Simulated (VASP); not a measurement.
# AlRu (Pm-3m) in VASP: notebook

One crystal, AlRu, is run at these levels: revPBE, BLYP, PW91, PBE; tasks: band structure.

Everything below comes from runs of VASP 6.6.1. Logs are shortened: lines on timing, memory, paths and dates and some standing lists are left out, and cuts for length are marked.

## Step 1: The crystal as given

The structure is cubic, space group Pm-3m (No. 221). Conventional cell: a = 2.992 Å, b = 2.992 Å, c = 2.992 Å, α = 90.00°, β = 90.00°, γ = 90.00°. Around Ru (site symmetry m-3m) lie 8 Al at 2.59 Å. Al (site symmetry m-3m) has 8 Ru at 2.59 Å as nearest neighbours.

## Step 2: Band structure, revPBE

Contents of INCAR:

```
PREC = Accurate ; ENCUT = 520
EDIFF = 1E-7 ; ISMEAR = -1
SIGMA = 0.05 ; LREAL = False
LASPH = True ; NELM = 80
ALGO = Normal ; ISIF = 2
LWAVE = False ; LCHARG = False
LMAXMIX = 4 ; GGA = RE
```

Contents of KPOINTS:

```
Automatic mesh
0
Gamma
  9 9 9
```

Contents of POSCAR:

```
AlRu
1.0
    2.9916000000      0.0000000000      0.0000000000
    0.0000000000      2.9916000000      0.0000000000
    0.0000000000      0.0000000000      2.9916000000
Ru Al
1 1
Direct
    0.5000000000      0.5000000000      0.5000000000
    0.0000000000      0.0000000000      0.0000000000
```

Contents of KPOINTS_OPT:

```
path GXMGRX,MR
20
line-mode
reciprocal
 0.0000000000  0.0000000000  0.0000000000  G
 0.0000000000  0.5000000000  0.0000000000  X

 0.0000000000  0.5000000000  0.0000000000  X
 0.5000000000  0.5000000000  0.0000000000  M

 0.5000000000  0.5000000000  0.0000000000  M
 0.0000000000  0.0000000000  0.0000000000  G

 0.0000000000  0.0000000000  0.0000000000  G
 0.5000000000  0.5000000000  0.5000000000  R

 0.5000000000  0.5000000000  0.5000000000  R
 0.0000000000  0.5000000000  0.0000000000  X

 0.5000000000  0.5000000000  0.0000000000  M
 0.5000000000  0.5000000000  0.5000000000  R
```

Potentials or basis: VASP PAW PBE potentials, release 64 (Ru_pv, Al).

Command:

```
> cat potpaw_PBE.64/Ru_pv/POTCAR potpaw_PBE.64/Al/POTCAR > POTCAR
> mpirun -np 1 vasp_std > vasp.out
```

OUTCAR:

```text
PREC = Accurate
   ENCUT = 520
   EDIFF = 1E-7
   ISMEAR = -1
   LREAL = False
   LASPH = True
   NELM = 80
   ISIF = 2
   GGA = RE

 ion  position               nearest neighbor table
   1  0.500  0.500  0.500-   2 2.59   2 2.59   2 2.59   2 2.59   2 2.59   2 2.59   2 2.59   2 2.59

   2  0.000  0.000  0.000-   1 2.59   1 2.59   1 2.59   1 2.59   1 2.59   1 2.59   1 2.59   1 2.59

  LATTYP: Found a simple cubic cell.
 ALAT       =     2.9916000000

  Lattice vectors:

 A1 = (   2.9916000000,   0.0000000000,   0.0000000000)
 A2 = (   0.0000000000,   2.9916000000,   0.0000000000)
 A3 = (   0.0000000000,   0.0000000000,   2.9916000000)

Analysis of symmetry for initial positions (statically):
=====================================================================
 Subroutine PRICEL returns:
 Original cell was already a primitive cell.

 Routine SETGRP: Setting up the symmetry group for a
 simple cubic supercell.

 Subroutine GETGRP returns: Found 48 space group operations
 (whereof 48 operations were pure point group operations)
 out of a pool of 48 trial point group operations.

The static configuration has the point symmetry O_h .

Analysis of symmetry for dynamics (positions and initial velocities):
=====================================================================
 Subroutine PRICEL returns:
 Original cell was already a primitive cell.

 Routine SETGRP: Setting up the symmetry group for a
 simple cubic supercell.

 Subroutine GETGRP returns: Found 48 space group operations
 (whereof 48 operations were pure point group operations)
 out of a pool of 48 trial point group operations.

The dynamic configuration has the point symmetry O_h .

 Subroutine INISYM returns: Found 48 space group operations
 (whereof 48 operations are pure point group operations),
 and found     1 'primitive' translations

----------------------------------------------------------------------------------------

                                     Primitive cell

  volume of cell :      26.7738

  direct lattice vectors                    reciprocal lattice vectors
     2.991600000  0.000000000  0.000000000     0.334269287  0.000000000  0.000000000
     0.000000000  2.991600000  0.000000000     0.000000000  0.334269287  0.000000000
     0.000000000  0.000000000  2.991600000     0.000000000  0.000000000  0.334269287

  length of vectors
     2.991600000  2.991600000  2.991600000     0.334269287  0.334269287  0.334269287

  position of ions in fractional coordinates (direct lattice)
     0.500000000  0.500000000  0.500000000
     0.000000000  0.000000000  0.000000000

  ion indices of the primitive-cell ions
   primitive index   ion index
                 1           1
                 2           2

----------------------------------------------------------------------------------------

 KPOINTS: Automatic mesh

Automatic generation of k-mesh.
 Grid dimensions read from file:
 generate k-points for:    9    9    9

 Generating k-lattice:

  Cartesian coordinates                     Fractional coordinates (reciprocal lattice)
     0.037141032  0.000000000  0.000000000     0.111111111  0.000000000  0.000000000
     0.000000000  0.037141032  0.000000000     0.000000000  0.111111111  0.000000000
     0.000000000  0.000000000  0.037141032     0.000000000  0.000000000  0.111111111

  Length of vectors
     0.037141032  0.037141032  0.037141032

  Shift w.r.t. Gamma in fractional coordinates (k-lattice)
     0.000000000  0.000000000  0.000000000

 Subroutine IBZKPT returns following result:
 ===========================================

 Found     35 irreducible k-points:

 Following reciprocal coordinates:
            Coordinates               Weight
  0.000000  0.000000  0.000000      1.000000
  0.111111  0.000000  0.000000      6.000000
  0.222222  0.000000  0.000000      6.000000
  0.333333  0.000000  0.000000      6.000000
  0.444444  0.000000  0.000000      6.000000
  0.111111  0.111111  0.000000     12.000000
[... 16 lines left out ...]
  0.333333  0.333333  0.111111     24.000000
  0.444444  0.333333  0.111111     48.000000
 [... further k-points ...]
   k-points           NKPTS =     35   k-points in BZ     NKDIM =     35   number of bands    NBANDS=     12
   number of dos      NEDOS =    301   number of ions     NIONS =      2
   total plane-waves  NPLWV =  13824
   dimension x,y,z NGX =    24 NGY =   24 NGZ =   24
   dimension x,y,z NGXF=    48 NGYF=   48 NGZF=   48
   ions per type =               1   1
   NGX,Y,Z   is equivalent  to a cutoff of  13.34, 13.34, 13.34 a.u.
   NGXF,Y,Z  is equivalent  to a cutoff of  26.67, 26.67, 26.67 a.u.
 SYSTEM =  unknown system
   PREC   = accura    normal or accurate (medium, high low for compatibility)
   ISTART =      0    job   : 0-new  1-cont  2-samecut
   ICHARG =      2    charge: 1-file 2-atom 10-const
   ISPIN  =      1    spin polarized calculation?
   LNONCOLLINEAR =      F non collinear calculations
   LSORBIT =      F    spin-orbit coupling
   LASPH  =      T    aspherical Exc in radial PAW
   ENCUT  =  520.0 eV  38.22 Ry    6.18 a.u.   5.56  5.56  5.56*2*pi/ulx,y,z
   NELM   =     80;   NELMIN=  2; NELMDL= -5     # of ELM steps
   EDIFF  = 0.1E-06   stopping-criterion for ELM
   LREAL  =      F    real-space projection
   EDIFFG = 0.1E-05   stopping-criterion for IOM
   NSW    =      0    number of steps for IOM
   IBRION =     -1    ionic relax: 0-MD 1-quasi-New 2-CG
   NFREE  =      0    steps in history (QN), initial steepest desc. (CG)
   ISIF   =      2    stress and relaxation
   ISYM   =      2    0-nonsym 1-usesym 2-fastsym
   POTIM  = 0.5000    time-step for ionic-motion
   TEBEG  =    0.0;   TEEND  =   0.0 temperature during run
   PSTRESS=    0.0 pullay stress
   NELECT =      17.0000    total number of electrons
   NUPDOWN=      -1.0000    fix difference up-down
   EMIN   =  10.00;   EMAX   =-10.00  energy-range for DOS
   EFERMI =   0.00;   METHOD = LEGACY
   ISMEAR =    -1;   SIGMA  =   0.05  broadening in eV -4-tet -1-fermi 0-gaus
   EFERMI_NEDOS =   21; number of points for ismear=-14 and -15
   IALGO  =     38    algorithm
   IMIX   =      4    mixing-type and parameters
     AMIX     =   0.40;   BMIX     =  1.00
     AMIX_MAG =   1.60;   BMIX_MAG =  1.00
  volume/ion in A,a.u.               =      13.39        90.34
  Fermi-wavevector in a.u.,A,eV,Ry     =   1.407087  2.659009 26.938090  1.979894
  Thomas-Fermi vector in A             =   2.529382
   LORBIT       =      0    0 simple, 1 ext, 2 COOP (PROOUT), +10 PAW based schemes
   GGA     = RE    functional components
   LHFCALC =     F    Hartree Fock is set to
   AEXX    =    0.0000 exact exchange contribution
   IVDW    =     0    specifies the selected vdW correction
   LEPSILON=     F    determine dielectric tensor
   LRPA    =     F    only Hartree local field effects (RPA)
 non-spin polarized calculation
  energy-cutoff  :      520.00
  volume of cell :       26.77
 maximum number of plane-waves:       739
 NGX is ok and might be reduce to    24
   NGX = 11   NGY = 11   NGZ = 11

 number of electron      16.9999995 magnetization

 Free energy of the ion-electron system (eV)
  ---------------------------------------------------
  ext. energy  EPLUGINS =         0.00000000
  ---------------------------------------------------
  free energy    TOTEN  =       -13.54776808 eV

  energy without entropy =      -13.53228101  energy(sigma->0) =      -13.54002455

 E-fermi :  10.6999     XC(G=0): -12.5163

 val. band max:       10.6980556906   @ k =   0.4444   0.1111   0.1111
 cond. band min:      10.7658383119   @ k =   0.1111   0.1111   0.0000
 fundamental gap:      0.0677826213
 Fermi energy:        10.6998548471

 k-point     1 :       0.0000    0.0000    0.0000
  band No.  band energies     occupation
      1     -31.0135      2.00000
      2     -31.0135      2.00000
      3     -31.0135      2.00000
      4       1.1225      2.00000
      5       7.2108      2.00000
      6       7.2108      2.00000
      7      10.9376      0.01708
      8      10.9376      0.01708
      9      10.9376      0.01708
     10      16.8893      0.00000
     11      16.8893      0.00000
     12      16.8893      0.00000

 k-point     2 :       0.1111    0.0000    0.0000
  band No.  band energies     occupation
      1     -31.0382      2.00000
      2     -31.0114      2.00000
      3     -31.0114      2.00000
      4       1.3586      2.00000
      5       7.2862      2.00000
      6       7.2932      2.00000
      7      10.6581      1.39453
      8      10.6581      1.39452
      9      10.9660      0.00971
     10      15.8566      0.00000
     11      17.3495      0.00000
     12      17.3495      0.00000

 k-point     3 :       0.2222    0.0000    0.0000
  band No.  band energies     occupation
      1     -31.1003      2.00000
      2     -31.0061      2.00000
      3     -31.0061      2.00000
      4       2.0413      2.00000
      5       7.3442      2.00000
      6       7.5137      2.00000
      7      10.0660      1.99999
      8      10.0660      1.99999
      9      11.0390      0.00226
     10      14.2294      0.00000
     11      18.4853      0.00000
     12      18.4853      0.00000
[... 286 lines left out ...]
 k-point    23 :       0.3333    0.3333    0.1111
  band No.  band energies     occupation
      1     -31.1512      2.00000
      2     -31.1478      2.00000
      3     -31.0100      2.00000
      4       4.5391      2.00000
      5       7.1110      2.00000
      6       8.2864      2.00000
      7       9.0030      2.00000
      8       9.8953      2.00000
      9      10.0007      2.00000
     10      13.7478      0.00000
     11      16.3574      0.00000
     12      19.3047      0.00000

 k-point    24 :       0.4444    0.3333    0.1111
  band No.  band energies     occupation
      1     -31.1933      2.00000
      2     -31.1442      2.00000
      3     -31.0059      2.00000
      4       4.9566      2.00000
      5       7.0245      2.00000
      6       8.2608      2.00000
      7       8.8720      2.00000
      8      10.0503      2.00000
      9      10.4765      1.97730
     10      13.0101      0.00000
     11      16.8740      0.00000
     12      17.9954      0.00000

 [... further k-points ...]

------------------------ aborting loop because EDIFF is reached ----------------------------------------

  FORCE on cell =-STRESS in cart. coord.  units (eV):
  Direction    XX          YY          ZZ          XY          YZ          ZX
  --------------------------------------------------------------------------------------
  -------------------------------------------------------------------------------------
  Total        0.8395033      0.8395033      0.8395033     -0.0000000      0.0000000     -0.0000000
  in kB       50.2368518     50.2368518     50.2368518     -0.0000000      0.0000000     -0.0000000
  external PRESSURE =      50.2368518 kB  Pullay stress =       0.0000000 kB

 VOLUME and BASIS-vectors are now :
 -----------------------------------------------------------------------------
  energy-cutoff  :      520.00
  volume of cell :       26.77
      direct lattice vectors                 reciprocal lattice vectors
     2.991600000  0.000000000  0.000000000     0.334269287  0.000000000  0.000000000
     0.000000000  2.991600000  0.000000000     0.000000000  0.334269287  0.000000000
     0.000000000  0.000000000  2.991600000     0.000000000  0.000000000  0.334269287

 POSITION                                       TOTAL-FORCE (eV/Angst)
 -----------------------------------------------------------------------------------
      1.49580      1.49580      1.49580         0.000000      0.000000      0.000000
      0.00000      0.00000      0.00000         0.000000      0.000000      0.000000
 -----------------------------------------------------------------------------------
    total drift:                                0.000000     -0.000000     -0.000000

  FREE ENERGIE OF THE ION-ELECTRON SYSTEM (eV)
  ---------------------------------------------------
  free  energy   TOTEN  =       -13.5477680800 eV

  energy  without entropy=      -13.5322810133  energy(sigma->0) =      -13.54002455
```

It took 38 s on 1 thread of Intel Xeon Platinum 8375C at 2.90GHz (Ice Lake), shared host; peak memory 0.14 GiB.

What came out:

```
Free energy             : -13.5478 eV
Pressure                : 5.0 GPa
Band gap along the path : none (metal or under the smearing width)
```

Levels at the corners of the path, in eV from the Fermi level:
```csv
point,band 6,band 7,band 8,band 9,band 10,band 11
Γ,-3.49,0.24,0.24,0.24,6.19,6.19
X,-2.69,-1.54,-1.54,0.49,2.37,7.50
X,-2.69,-1.54,-1.54,0.49,2.37,7.50
M,-1.28,-1.28,-1.10,-1.10,1.60,5.40
M,-1.28,-1.28,-1.10,-1.10,1.60,5.40
Γ,-3.49,0.24,0.24,0.24,6.19,6.19
Γ,-3.49,0.24,0.24,0.24,6.19,6.19
R,-4.56,1.70,1.70,2.74,4.22,4.22
R,-4.56,1.70,1.70,2.74,4.22,4.22
X,-2.69,-1.54,-1.54,0.49,2.37,7.50
M,-1.28,-1.28,-1.10,-1.10,1.60,5.40
R,-4.56,1.70,1.70,2.74,4.22,4.22
```

Caveat: the PAW data sets were made with another functional, which shifts forces and pressure a little.

[end of part 1 of 3]
